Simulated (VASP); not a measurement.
# HgTe (F-43m) in VASP: further runs

The runs below take HgTe through band structure, with r2SCAN, TB-mBJ, LDA.

All numbers are computed with VASP 6.6.1; they aren't measurements. Logs are shortened: lines on timing, memory, paths and dates and some standing lists are left out, and cuts for length are marked.

**1. The crystal as given**

It takes space group F-43m (No. 216, cubic). Conventional cell: a = 6.516 Å, b = 6.516 Å, c = 6.516 Å, α = 90.00°, β = 90.00°, γ = 90.00°. Around Hg (site symmetry -43m) lie 4 Te at 2.82 Å. Around Te (site symmetry -43m) lie 4 Hg at 2.82 Å.

**2. Band structure, r2SCAN**

File INCAR:

```
PREC = Accurate
ENCUT = 520
EDIFF = 1E-7
ISMEAR = 0
SIGMA = 0.03
LREAL = F
LASPH = T
NELM = 80
ALGO = Normal
ISIF = 2
LWAVE = F
LCHARG = F
METAGGA = R2SCAN
LMIXTAU = T
NBANDS = 16
```

File KPOINTS:

```
regular mesh
0
Gamma
  10 10 10
```

File POSCAR:

```
HgTe                                    
1.0
    0.0000000000      3.2580088205      3.2580088205
    3.2580088205      0.0000000000      3.2580088205
    3.2580088205      3.2580088205      0.0000000000
  Hg              Te            
     1     1
Direct
     0.0000000000000000    0.0000000000000000    0.0000000000000000
     0.2500000000000000    0.2500000000000000    0.2500000000000000
```

File KPOINTS_OPT:

```
explicit points
159
Reciprocal
 0.0000000000  0.0000000000  0.0000000000 1
 0.0357142857  0.0000000000  0.0357142857 1
 0.0714285714  0.0000000000  0.0714285714 1
 0.1071428571  0.0000000000  0.1071428571 1
 0.1428571429  0.0000000000  0.1428571429 1
 0.1785714286  0.0000000000  0.1785714286 1
[... 151 lines left out ...]
 0.4250000000  0.0000000000  0.4250000000 1
 0.4500000000  0.0000000000  0.4500000000 1
```

Potentials or basis: VASP PAW PBE potentials, release 64 (Hg, Te).

On the command line:

```sh
$ cat potpaw_PBE.64/Hg/POTCAR potpaw_PBE.64/Te/POTCAR > POTCAR
$ mpirun -np 1 vasp_std > vasp.out
```

OUTCAR:

```text
PREC = Accurate
   ENCUT = 520
   EDIFF = 1E-7
   ISMEAR = 0
   LREAL = F
   LASPH = T
   NELM = 80
   ISIF = 2
   METAGGA = R2SCAN

 ion  position               nearest neighbor table
   1  0.000  0.000  0.000-   2 2.82   2 2.82   2 2.82   2 2.82
   2  0.250  0.250  0.250-   1 2.82   1 2.82   1 2.82   1 2.82

  LATTYP: Found a face centered cubic cell.
 ALAT       =     6.5160176410

  Lattice vectors:

 A1 = (   0.0000000000,   3.2580088205,   3.2580088205)
 A2 = (   3.2580088205,   0.0000000000,   3.2580088205)
 A3 = (   3.2580088205,   3.2580088205,   0.0000000000)

Analysis of symmetry for initial positions (statically):
=====================================================================
 Subroutine PRICEL returns:
 Original cell was already a primitive cell.

 Routine SETGRP: Setting up the symmetry group for a
 face centered cubic supercell.

 Subroutine GETGRP returns: Found 24 space group operations
 (whereof 24 operations were pure point group operations)
 out of a pool of 48 trial point group operations.

The static configuration has the point symmetry T_d .

Analysis of symmetry for dynamics (positions and initial velocities):
=====================================================================
 Subroutine PRICEL returns:
 Original cell was already a primitive cell.

 Routine SETGRP: Setting up the symmetry group for a
 face centered cubic supercell.

 Subroutine GETGRP returns: Found 24 space group operations
 (whereof 24 operations were pure point group operations)
 out of a pool of 48 trial point group operations.

The dynamic configuration has the point symmetry T_d .

 Subroutine INISYM returns: Found 24 space group operations
 (whereof 24 operations are pure point group operations),
 and found     1 'primitive' translations

----------------------------------------------------------------------------------------

                                     Primitive cell

  volume of cell :      69.1651

  direct lattice vectors                    reciprocal lattice vectors
     0.000000000  3.258008821  3.258008821    -0.153467970  0.153467970  0.153467970
[... 76 lines left out ...]
 SYSTEM =  unknown system
   PREC   = accura    normal or accurate (medium, high low for compatibility)
   ISTART =      0    job   : 0-new  1-cont  2-samecut
   ICHARG =      2    charge: 1-file 2-atom 10-const
   ISPIN  =      1    spin polarized calculation?
   LNONCOLLINEAR =      F non collinear calculations
   LSORBIT =      F    spin-orbit coupling
   LASPH  =      T    aspherical Exc in radial PAW
   ENCUT  =  520.0 eV  38.22 Ry    6.18 a.u.   8.57  8.57  8.57*2*pi/ulx,y,z
   NELM   =     80;   NELMIN=  2; NELMDL= -5     # of ELM steps
   EDIFF  = 0.1E-06   stopping-criterion for ELM
   LREAL  =      F    real-space projection
   EDIFFG = 0.1E-05   stopping-criterion for IOM
   NSW    =      0    number of steps for IOM
   IBRION =     -1    ionic relax: 0-MD 1-quasi-New 2-CG
   NFREE  =      0    steps in history (QN), initial steepest desc. (CG)
   ISIF   =      2    stress and relaxation
   ISYM   =      2    0-nonsym 1-usesym 2-fastsym
   POTIM  = 0.5000    time-step for ionic-motion
   TEBEG  =    0.0;   TEEND  =   0.0 temperature during run
   PSTRESS=    0.0 pullay stress
   NELECT =      18.0000    total number of electrons
   NUPDOWN=      -1.0000    fix difference up-down
   EMIN   =  10.00;   EMAX   =-10.00  energy-range for DOS
   EFERMI =   0.00;   METHOD = LEGACY
   ISMEAR =     0;   SIGMA  =   0.03  broadening in eV -4-tet -1-fermi 0-gaus
   EFERMI_NEDOS =   21; number of points for ismear=-14 and -15
   IALGO  =     38    algorithm
   IMIX   =      4    mixing-type and parameters
     AMIX     =   0.40;   BMIX     =  1.00
     AMIX_MAG =   1.60;   BMIX_MAG =  1.00
  volume/ion in A,a.u.               =      34.58       233.37
  Fermi-wavevector in a.u.,A,eV,Ry     =   1.045210  1.975160 14.863864  1.092463
  Thomas-Fermi vector in A             =   2.179996
   LORBIT       =      0    0 simple, 1 ext, 2 COOP (PROOUT), +10 PAW based schemes
   METAGGA = R2SCAN    functional components
   LHFCALC =     F    Hartree Fock is set to
   AEXX    =    0.0000 exact exchange contribution
   IVDW    =     0    specifies the selected vdW correction
   LEPSILON=     F    determine dielectric tensor
   LRPA    =     F    only Hartree local field effects (RPA)
 non-spin polarized calculation
 Gauss-broadening in eV      SIGMA  =   0.03
  energy-cutoff  :      520.00
  volume of cell :       69.17
 maximum number of plane-waves:      1892
 NGX is ok and might be reduce to    36
   NGX = 17   NGY = 17   NGZ = 17

 number of electron      18.0000002 magnetization

 Free energy of the ion-electron system (eV)
  ---------------------------------------------------
  ext. energy  EPLUGINS =         0.00000000
  ---------------------------------------------------
  free energy    TOTEN  =       -75.15688490 eV

  energy without entropy =      -75.15683862  energy(sigma->0) =      -75.15686176

 E-fermi :   2.6224     XC(G=0):  -9.2017

 val. band max:        2.6133122961   @ k =   0.0000   0.0000   0.0000
 cond. band min:       3.2999463769   @ k =   0.1000   0.0000   0.0000
 fundamental gap:      0.6866340808
 Fermi energy:         2.6224492272

 k-point     1 :       0.0000    0.0000    0.0000
  band No.  band energies     occupation
      1      -9.6175      2.00000
      2      -4.8872      2.00000
      3      -4.8872      2.00000
      4      -4.8872      2.00000
      5      -4.3439      2.00000
      6      -4.3439      2.00000
[... 433 lines left out ...]
      3      -4.6353      2.00000
      4      -4.5984      2.00000
      5      -4.2977      2.00000
      6      -4.2404      2.00000
[... 8 lines left out ...]
     15      13.3604      0.00000
     16      14.4878      0.00000

 [... further k-points ...]
[... 5 lines left out ...]
  --------------------------------------------------------------------------------------
  -------------------------------------------------------------------------------------
  Total        0.5107433      0.5107433      0.5107433      0.0000000      0.0000000     -0.0000000
  in kB       11.8311385     11.8311385     11.8311385      0.0000000      0.0000000     -0.0000000
  external PRESSURE =      11.8311385 kB  Pullay stress =       0.0000000 kB

 VOLUME and BASIS-vectors are now :
 -----------------------------------------------------------------------------
  energy-cutoff  :      520.00
  volume of cell :       69.17
      direct lattice vectors                 reciprocal lattice vectors
     0.000000000  3.258008821  3.258008821    -0.153467970  0.153467970  0.153467970
     3.258008821  0.000000000  3.258008821     0.153467970 -0.153467970  0.153467970
     3.258008821  3.258008821  0.000000000     0.153467970  0.153467970 -0.153467970

 POSITION                                       TOTAL-FORCE (eV/Angst)
 -----------------------------------------------------------------------------------
      0.00000      0.00000      0.00000         0.000000      0.000000      0.000000
      1.62900      1.62900      1.62900        -0.000000     -0.000000     -0.000000
 -----------------------------------------------------------------------------------
    total drift:                                0.000000      0.000000      0.000000

  FREE ENERGIE OF THE ION-ELECTRON SYSTEM (eV)
  ---------------------------------------------------
  free  energy   TOTEN  =       -75.1568848956 eV

  energy  without entropy=      -75.1568386169  energy(sigma->0) =      -75.15686176
```

Wall time 6.8 min (1 thread of Intel Xeon Platinum 8488C (Sapphire Rapids), shared host); peak memory 0.25 GiB.

Results:

```
Free energy             : -75.1569 eV
Pressure                : 1.2 GPa
Band gap along the path : none (metal or under the smearing width)
```

Levels at the corners of the path, in eV from the Fermi level:
| point | band 5 | band 6 | band 7 | band 8 | band 9 | band 10 | band 11 | band 12 | band 13 | band 14 |
| --- | --- | --- | --- | --- | --- | --- | --- | --- | --- | --- |
| Γ | -6.97 | -6.97 | -0.49 | -0.01 | -0.01 | -0.01 | 4.60 | 4.60 | 4.60 | 6.81 |
| X | -6.90 | -6.51 | -5.46 | -2.26 | -2.26 | 2.08 | 2.79 | 8.61 | 9.34 | 9.34 |
| X | -6.90 | -6.51 | -5.46 | -2.26 | -2.26 | 2.08 | 2.79 | 8.61 | 9.34 | 9.34 |
| W | -7.00 | -6.35 | -5.54 | -2.63 | -2.55 | 3.31 | 4.89 | 5.74 | 6.51 | 10.01 |
| W | -7.00 | -6.35 | -5.54 | -2.63 | -2.55 | 3.31 | 4.89 | 5.74 | 6.51 | 10.01 |
| K | -6.94 | -6.43 | -5.48 | -2.89 | -1.88 | 2.47 | 4.30 | 7.40 | 7.61 | 8.11 |
| K | -6.94 | -6.43 | -5.48 | -2.89 | -1.88 | 2.47 | 4.30 | 7.40 | 7.61 | 8.11 |
| Γ | -6.97 | -6.97 | -0.49 | -0.01 | -0.01 | -0.01 | 4.60 | 4.60 | 4.60 | 6.81 |
| Γ | -6.97 | -6.97 | -0.49 | -0.01 | -0.01 | -0.01 | 4.60 | 4.60 | 4.60 | 6.81 |
| L | -6.95 | -6.66 | -5.49 | -0.98 | -0.98 | 0.94 | 5.39 | 5.39 | 7.15 | 8.30 |
| L | -6.95 | -6.66 | -5.49 | -0.98 | -0.98 | 0.94 | 5.39 | 5.39 | 7.15 | 8.30 |
| U | -6.94 | -6.43 | -5.48 | -2.89 | -1.88 | 2.47 | 4.30 | 7.40 | 7.61 | 8.11 |
| U | -6.94 | -6.43 | -5.48 | -2.89 | -1.88 | 2.47 | 4.30 | 7.40 | 7.61 | 8.11 |
| W | -7.00 | -6.35 | -5.54 | -2.63 | -2.55 | 3.31 | 4.89 | 5.74 | 6.51 | 10.01 |
| W | -7.00 | -6.35 | -5.54 | -2.63 | -2.55 | 3.31 | 4.89 | 5.74 | 6.51 | 10.01 |
| L | -6.95 | -6.66 | -5.49 | -0.98 | -0.98 | 0.94 | 5.39 | 5.39 | 7.15 | 8.30 |
| L | -6.95 | -6.66 | -5.49 | -0.98 | -0.98 | 0.94 | 5.39 | 5.39 | 7.15 | 8.30 |
| K | -6.94 | -6.43 | -5.48 | -2.89 | -1.88 | 2.47 | 4.30 | 7.40 | 7.61 | 8.11 |
| U | -6.94 | -6.43 | -5.48 | -2.89 | -1.88 | 2.47 | 4.30 | 7.40 | 7.61 | 8.11 |
| X | -6.90 | -6.51 | -5.46 | -2.26 | -2.26 | 2.08 | 2.79 | 8.61 | 9.34 | 9.34 |

Caveat: the PAW data sets were made with another functional, which shifts forces and pressure a little; spin-orbit coupling is left out, which moves the levels of the heavy elements.

**3. Band structure, TB-mBJ**

POSCAR is that of step 2.

File INCAR.step1:

```
PREC = Accurate
ENCUT = 520
EDIFF = 1E-5
ISMEAR = 0
SIGMA = 0.03
LREAL = F
LASPH = T
NELM = 80
ALGO = Normal
ISIF = 2
LWAVE = T
LCHARG = F
NBANDS = 16
GGA = PE
```

File INCAR.step2:

```
PREC = Accurate
ENCUT = 520
EDIFF = 1E-7
ISMEAR = 0
SIGMA = 0.03
LREAL = F
LASPH = T
NELM = 80
ALGO = Normal
ISIF = 2
LWAVE = F
LCHARG = F
METAGGA = MBJ
NBANDS = 16
ISTART = 1
```

KPOINTS is that of step 2.

KPOINTS_OPT is that of step 2.

Potentials or basis: VASP PAW PBE potentials, release 64 (Hg, Te).

On the command line:

```sh
$ cat potpaw_PBE.64/Hg/POTCAR potpaw_PBE.64/Te/POTCAR > POTCAR
$ cp INCAR.step1 INCAR
$ mpirun -np 1 vasp_std > vasp.out
$ cp INCAR.step2 INCAR
$ mpirun -np 1 vasp_std > vasp.out
```

Run time: 4.7 min. Hardware: 1 thread of Intel Xeon Platinum 8488C (Sapphire Rapids), shared host; peak memory 0.25 GiB.

The run converged. Its results:

```
Band gap along the path : none (metal or under the smearing width)
```

Levels at the corners of the path, in eV from the Fermi level:
| point | band 5 | band 6 | band 7 | band 8 | band 9 | band 10 | band 11 | band 12 | band 13 | band 14 |
| --- | --- | --- | --- | --- | --- | --- | --- | --- | --- | --- |
| Γ | -6.68 | -6.68 | -0.02 | -0.01 | -0.01 | -0.01 | 4.68 | 4.68 | 4.68 | 7.54 |
| X | -6.63 | -6.24 | -5.00 | -2.05 | -2.05 | 2.34 | 3.21 | 8.83 | 9.27 | 9.27 |
| X | -6.63 | -6.24 | -5.00 | -2.05 | -2.05 | 2.34 | 3.21 | 8.83 | 9.27 | 9.27 |
| W | -6.71 | -6.10 | -5.05 | -2.35 | -2.28 | 3.36 | 5.15 | 5.88 | 6.75 | 10.06 |
| W | -6.71 | -6.10 | -5.05 | -2.35 | -2.28 | 3.36 | 5.15 | 5.88 | 6.75 | 10.06 |
| K | -6.66 | -6.17 | -5.01 | -2.59 | -1.70 | 2.70 | 4.53 | 7.50 | 7.61 | 8.29 |
| K | -6.66 | -6.17 | -5.01 | -2.59 | -1.70 | 2.70 | 4.53 | 7.50 | 7.61 | 8.29 |
| Γ | -6.68 | -6.68 | -0.02 | -0.01 | -0.01 | -0.01 | 4.68 | 4.68 | 4.68 | 7.54 |
| Γ | -6.68 | -6.68 | -0.02 | -0.01 | -0.01 | -0.01 | 4.68 | 4.68 | 4.68 | 7.54 |
| L | -6.67 | -6.39 | -5.00 | -0.89 | -0.89 | 1.28 | 5.43 | 5.43 | 7.72 | 8.67 |
| L | -6.67 | -6.39 | -5.00 | -0.89 | -0.89 | 1.28 | 5.43 | 5.43 | 7.72 | 8.67 |
| U | -6.66 | -6.17 | -5.01 | -2.59 | -1.70 | 2.70 | 4.53 | 7.50 | 7.61 | 8.29 |
| U | -6.66 | -6.17 | -5.01 | -2.59 | -1.70 | 2.70 | 4.53 | 7.50 | 7.61 | 8.29 |
| W | -6.71 | -6.10 | -5.05 | -2.35 | -2.28 | 3.36 | 5.15 | 5.88 | 6.75 | 10.06 |
| W | -6.71 | -6.10 | -5.05 | -2.35 | -2.28 | 3.36 | 5.15 | 5.88 | 6.75 | 10.06 |
| L | -6.67 | -6.39 | -5.00 | -0.89 | -0.89 | 1.28 | 5.43 | 5.43 | 7.72 | 8.67 |
| L | -6.67 | -6.39 | -5.00 | -0.89 | -0.89 | 1.28 | 5.43 | 5.43 | 7.72 | 8.67 |
| K | -6.66 | -6.17 | -5.01 | -2.59 | -1.70 | 2.70 | 4.53 | 7.50 | 7.61 | 8.29 |
| U | -6.66 | -6.17 | -5.01 | -2.59 | -1.70 | 2.70 | 4.53 | 7.50 | 7.61 | 8.29 |
| X | -6.63 | -6.24 | -5.00 | -2.05 | -2.05 | 2.34 | 3.21 | 8.83 | 9.27 | 9.27 |

Caveat: the PAW data sets were made with another functional, which shifts forces and pressure a little; spin-orbit coupling is left out, which moves the levels of the heavy elements.

(Part 1 of 2 ends here.)
